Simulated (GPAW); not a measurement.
# Ti (Im-3m) in GPAW: further runs

The runs below take Ti through single point, with PBEsol.

Program: GPAW 26.7.0. These are calculated values, not measurements. Logs are shortened: lines on timing, memory, paths and dates and some standing lists are left out, and cuts for length are marked. The log counts tension as positive stress, the text compression.

**1. Starting point**

It takes space group Im-3m (No. 229, cubic). The conventional cell has a = 3.151 Å, b = 3.151 Å, c = 3.151 Å, α = 90.00°, β = 90.00°, γ = 90.00°. Ti (site symmetry m-3m) has 8 Ti at 2.73 Å as nearest neighbours.

This isn't the form of Ti at room conditions, which is hcp.

**2. Single point, PBEsol, 15.64 Å³/atom**

The input, run.py:

```python
from ase import Atoms
from ase.dft.bandgap import bandgap
from ase.io import write
from ase.units import GPa
from gpaw import GPAW, PW, setup_paths

setup_paths.insert(0, '.')

atoms = Atoms(['Ti'],
              cell=[[-1.57536, 1.57536, 1.57536],
                    [1.57536, -1.57536, 1.57536],
                    [1.57536, 1.57536, -1.57536]],
              scaled_positions=[[0.0, 0.0, 0.0]],
              pbc=True)

calc = GPAW(mode=PW(600),
            xc='PBEsol',
            kpts={'size': (11, 11, 11), 'gamma': True},
            occupations={'name': 'fermi-dirac', 'width': 0.05},
            nbands=14,
            convergence={'density': 1e-05, 'energy': 1e-05},
            maxiter=150,
            txt='gpaw.txt')
atoms.calc = calc
energy = atoms.get_potential_energy()
forces = atoms.get_forces()
stress = atoms.get_stress()
calc.write('gs.gpw')
write('result.traj', atoms)
print(f'Energy: {energy:.6f} eV')
print('Forces (eV/A):')
print(forces.round(4))
print('Stress (GPa):', (stress / GPa).round(3))
print('Fermi level:', round(calc.get_fermi_level(), 4), 'eV')
print(f'Gap: {bandgap(calc)[0]:.4f} eV, direct: {bandgap(calc, direct=True)[0]:.4f} eV')
```

Potentials or basis: PAW data sets generated in the run's folder for this functional, pw.

Run with:

```bash
> gpaw-setup -f PBEsol Ti
> OMP_NUM_THREADS=1 python run.py
```

gpaw.txt:

```text
__  _  _
 | _ |_)|_||  |
 |__||  | ||/\| - 26.7.0

Input parameters:
  mode=PW(ecut=600.0),
  convergence={'density': 1e-05, 'energy': 1e-05},
  kpts=MonkhorstPack(size=(11, 11, 11), gamma=True),
  maxiter=150,
  nbands=14,
  occupations=Occupations(name='fermi-dirac', width=0.05),
  xc=XC(name='PBEsol')

Diagonalizing LCAO Hamiltonian
Converting LCAO to pw mode

       Ti

Atoms  # Å, Bohr magnetons
|   | symbol |        x |        y |        z |    initial magnetic moments |
|---|--------|----------|----------|----------|-----------------------------|
| 0 |     Ti | 0.000000 | 0.000000 | 0.000000 | ( 0.0000,  0.0000,  0.0000) |

Unit cell  # Å
| periodic |         x |         y |         z |  lengths |     angles |
|----------|-----------|-----------|-----------|----------|------------|
|      yes | -1.575360 |  1.575360 |  1.575360 | 2.728604 | 109.471221 |
|      yes |  1.575360 | -1.575360 |  1.575360 | 2.728604 | 109.471221 |
|      yes |  1.575360 |  1.575360 | -1.575360 | 2.728604 | 109.471221 |

Number of symmetries: 48
Symmetry operations  # r_c * U_cc + t_c -> r_c
|    | kind |            matrix            |
|----|------|------------------------------|
|  0 |  σ   |  1, 1, 1,  0, 0,-1,  0,-1, 0 |
|  1 |  C4  |  1, 1, 1,  0, 0,-1, -1, 0, 0 |
|  2 |  C2  |  1, 1, 1,  0,-1, 0,  0, 0,-1 |
|  3 |  S6  |  1, 1, 1,  0,-1, 0, -1, 0, 0 |
|  4 |  S6  |  1, 1, 1, -1, 0, 0,  0, 0,-1 |
|  5 |  C4  |  1, 1, 1, -1, 0, 0,  0,-1, 0 |
|  6 |  E   |  1, 0, 0,  0, 1, 0,  0, 0, 1 |
|  7 |  σ   |  1, 0, 0,  0, 1, 0, -1,-1,-1 |
|  8 |  σ   |  1, 0, 0,  0, 0, 1,  0, 1, 0 |
|  9 |  C3  |  1, 0, 0,  0, 0, 1, -1,-1,-1 |
| 10 |  C3  |  1, 0, 0, -1,-1,-1,  0, 1, 0 |
| 11 |  σ   |  1, 0, 0, -1,-1,-1,  0, 0, 1 |
| 12 |  σ   |  0, 1, 0,  1, 0, 0,  0, 0, 1 |
| 13 |  C2  |  0, 1, 0,  1, 0, 0, -1,-1,-1 |
| 14 |  C3  |  0, 1, 0,  0, 0, 1,  1, 0, 0 |
| 15 |  S4  |  0, 1, 0,  0, 0, 1, -1,-1,-1 |
| 16 |  S4  |  0, 1, 0, -1,-1,-1,  1, 0, 0 |
| 17 |  C3  |  0, 1, 0, -1,-1,-1,  0, 0, 1 |
| 18 |  C3  |  0, 0, 1,  1, 0, 0,  0, 1, 0 |
| 19 |  S4  |  0, 0, 1,  1, 0, 0, -1,-1,-1 |
| 20 |  σ   |  0, 0, 1,  0, 1, 0,  1, 0, 0 |
| 21 |  C3  |  0, 0, 1,  0, 1, 0, -1,-1,-1 |
| 22 |  C2  |  0, 0, 1, -1,-1,-1,  1, 0, 0 |
| 23 |  S4  |  0, 0, 1, -1,-1,-1,  0, 1, 0 |
| 24 |  C4  |  0, 0,-1,  1, 1, 1,  0,-1, 0 |
| 25 |  σ   |  0, 0,-1,  1, 1, 1, -1, 0, 0 |
| 26 |  S6  |  0, 0,-1,  0,-1, 0,  1, 1, 1 |
| 27 |  C2  |  0, 0,-1,  0,-1, 0, -1, 0, 0 |
| 28 |  C4  |  0, 0,-1, -1, 0, 0,  1, 1, 1 |
| 29 |  S6  |  0, 0,-1, -1, 0, 0,  0,-1, 0 |
| 30 |  S6  |  0,-1, 0,  1, 1, 1,  0, 0,-1 |
| 31 |  C4  |  0,-1, 0,  1, 1, 1, -1, 0, 0 |
| 32 |  C4  |  0,-1, 0,  0, 0,-1,  1, 1, 1 |
| 33 |  S6  |  0,-1, 0,  0, 0,-1, -1, 0, 0 |
| 34 |  σ   |  0,-1, 0, -1, 0, 0,  1, 1, 1 |
| 35 |  C2  |  0,-1, 0, -1, 0, 0,  0, 0,-1 |
| 36 |  C2  | -1, 0, 0,  1, 1, 1,  0, 0,-1 |
| 37 |  S6  | -1, 0, 0,  1, 1, 1,  0,-1, 0 |
| 38 |  S6  | -1, 0, 0,  0, 0,-1,  1, 1, 1 |
| 39 |  C2  | -1, 0, 0,  0, 0,-1,  0,-1, 0 |
| 40 |  C2  | -1, 0, 0,  0,-1, 0,  1, 1, 1 |
| 41 |  i   | -1, 0, 0,  0,-1, 0,  0, 0,-1 |
| 42 |  S4  | -1,-1,-1,  1, 0, 0,  0, 1, 0 |
| 43 |  C3  | -1,-1,-1,  1, 0, 0,  0, 0, 1 |
| 44 |  C3  | -1,-1,-1,  0, 1, 0,  1, 0, 0 |
| 45 |  σ   | -1,-1,-1,  0, 1, 0,  0, 0, 1 |
| 46 |  S4  | -1,-1,-1,  0, 0, 1,  1, 0, 0 |
| 47 |  C2  | -1,-1,-1,  0, 0, 1,  0, 1, 0 |

BZ-sampling:
  Number of BZ points: 1331
  Number of IBZ points: 56

  Monkhorst-Pack size: [11, 11, 11]
  Monkhorst-Pack shift: [0, 0, 0]

K-points  # in reciprocal-cell coordinates
|     |                                coordinates |     weight |
|-----|--------------------------------------------|------------|
|   0 | (  0.00000000,   0.00000000,   0.00000000) | 0.00075131 |
|   1 | (  0.09090909,   0.00000000,   0.00000000) | 0.00901578 |
|   2 | (  0.09090909,   0.09090909,  -0.09090909) | 0.00450789 |
|   3 | (  0.18181818,   0.00000000,  -0.09090909) | 0.01803156 |
|   4 | (  0.18181818,   0.00000000,   0.00000000) | 0.00901578 |
|   5 | (  0.18181818,   0.09090909,  -0.09090909) | 0.01803156 |
|   6 | (  0.18181818,   0.18181818,  -0.18181818) | 0.00450789 |
|   7 | (  0.27272727,  -0.09090909,  -0.09090909) | 0.00601052 |
|   8 | (  0.27272727,   0.00000000,  -0.09090909) | 0.03606311 |
|   9 | (  0.27272727,   0.00000000,   0.00000000) | 0.00901578 |
| ... |                                            |            |
|  55 | (  0.45454545,   0.45454545,   0.45454545) | 0.00601052 |

Plane wave coefficients: 539
Cutoff: 600.0 eV

Spin-components: 1 (collinear spins)
Bands:           14
Projectors:      6
Spin-degeneracy: 2
Datatype:        complex128

Parallelization:
  kpt:    1
  domain: 1
  band:   1

Density:
  Valence electrons: 12.0
  Components: 1
  Grid points: [16 16 16]
  Charge: 0.0  # |e|

Potential:
  Grid points: [16 16 16]

species:
  Ti:
    name:    Titanium
    Z:       22.0
    valence: 12
    core:    10
    charge:  0.0  # [|e|]
    compensation charges:
      type: gauss
      rc: 0.38  # [Å]
      lmax: 2
    cutoffs:
      filter: 2.23  # [Å]
      core: 1.02  # [Å]
    projectors
    | kind |    occ | energy [eV] | rcut [Å] |
    |------|--------|-------------|----------|
    |   3s |  2.000 |     -62.441 |    1.270 |
    |   4s |  2.000 |      -4.477 |    1.270 |
    |   3p |  6.000 |     -38.776 |    1.058 |
    |   4p |  0.000 |      -1.449 |    1.058 |
    |   3d |  2.000 |      -4.275 |    1.058 |
    |    d |        |      22.937 |    1.058 |

    Using partial waves for Ti as LCAO basis

Reference energy: -23197.747648  # eV

eigensolver:
  PPCG
  Converge bands: occupied
  niter=2

density mixing:
  MSR1-Mixer
  Pratt-step length: 0.05
  Maximum mixing coefficient: 0.75
  Old densities: 10
  SVD Regularization: 0.005
  Good broyden scale: 1.0
  Trust region scale: 1.0
  Backstep threshold: 4.0
  History deletion threshold: 6.0
  Fourier metric: weight=20.0, sigma=0.015

occupation numbers:
  Fermi-Dirac:
    width: 0.0500  # eV

poisson solver:
  ecut: 4800.0  # eV

xc functional:
  name: PBEsol with 2 nearest neighbor stencil

convergence criteria:
- Maximum integral of absolute [dens]ity change: 1e-05 electrons / valence electron
- Maximum [total energy] change in last 3 cyles: 1e-05 eV / valence electron
- Maximum integral of absolute [eigenst]ate change: 4e-08 eV^2 / valence electron
maximum number of iterations: 150

SCF iterations
|iter     | |      energy | eigst |  dens |
|---------|-|-------------|-------|-------|
|iter:   1| |   -7.237951 | -0.08 |       |
|iter:   2| |   -7.191208 | -3.02 | -1.28 |
|iter:   3| |   -7.041644 | -1.93 | -1.33 |
|iter:   4| |   -7.045753 | -4.29 | -2.12 |
|iter:   5| |   -7.047470 | -4.16 | -2.44 |
|iter:   6| |   -7.047487 | -6.45 | -3.71 |
|iter:   7| |   -7.047489c| -6.82 | -3.94 |
|iter:   8| |   -7.047489c| -8.52c| -5.27c|

Converged in 8 steps
Energy contributions relative to reference atoms: (reference = -23197.747648)

Energy contributions:
  Kinetic:           7.902868
  Coulomb:          -6.456997
  Zero:              0.001249
  External:          0.000000
  Xc:               -8.486265
  Entropy:          -0.016687
  Spinorbit:         0.000000
  ----------------------------
  Free energy:      -7.055833
  Extrapolated:     -7.047489

dipole moment: (-5.020835, -5.020835, -5.020835)  # |e|*Ang

Fermi level: 9.304
Eigenvalues  # (at kpt = [0.000, 0.000, 0.000])
| band index |      eig [eV] | occ [0-2] |
|------------|---------------|-----------|
|          0 |       -46.729 |     2.000 |
|          1 |       -22.560 |     2.000 |
|          2 |       -22.560 |     2.000 |
|          3 |       -22.560 |     2.000 |
|          4 |         3.211 |     2.000 |
|          5 |        10.410 |     0.000 |
|          6 |        10.410 |     0.000 |
|          7 |        10.410 |     0.000 |
|          8 |        12.424 |     0.000 |
|          9 |        12.424 |     0.000 |
|         10 |        27.529 |     0.000 |
|         11 |        27.529 |     0.000 |
|         12 |        27.529 |     0.000 |
|         13 |        34.208 |     0.000 |

No gap
No difference between direct/indirect transitions

Forces  # eV/Ang
|       x |        y |       z |
|---------|----------|---------|
| 0.00000 | -0.00000 | 0.00000 |  # Ti   0

Stress tensor  # eV/Ang^3
|         x |         y |         z |
|-----------|-----------|-----------|
| -0.040586 | -0.000000 |  0.000000 |
| -0.000000 | -0.040586 |  0.000000 |
|  0.000000 |  0.000000 | -0.040586 |

# Writing to gs.gpw (mode='')
```

It took 10 s on 1 thread of Arm Neoverse V1, shared host; peak memory 0.13 GiB.

What came out:

```yaml
Free_energy: -7.0558 eV
Pressure: 6.5 GPa
Band_gap_on_the_k_mesh: none (metal or under the smearing width)
```

Caveat: the density grid can change from cell to cell, which puts small steps into energies and stress.

**3. Single point, PBEsol, 16.64 Å³/atom**

run.py: that of step 2 with these lines changed.

```diff
@@ -9,5 +9,5 @@
 atoms = Atoms(['Ti'],
-              cell=[[-1.57536, 1.57536, 1.57536],
-                    [1.57536, -1.57536, 1.57536],
-                    [1.57536, 1.57536, -1.57536]],
+              cell=[[-1.60818, 1.60818, 1.60818],
+                    [1.60818, -1.60818, 1.60818],
+                    [1.60818, 1.60818, -1.60818]],
               scaled_positions=[[0.0, 0.0, 0.0]],
```

Potentials or basis: PAW data sets generated in the run's folder for this functional, pw.

Run with:

```bash
> gpaw-setup -f PBEsol Ti
> OMP_NUM_THREADS=1 python run.py
```

Wall time 10 s (1 thread of Arm Neoverse V1, shared host); peak memory 0.13 GiB.

It converged, with:

- Free energy: -7.0774 eV
- Pressure: -1.2 GPa
- Band gap on the k mesh: none (metal or under the smearing width)

Caveat: the density grid can change from cell to cell, which puts small steps into energies and stress.
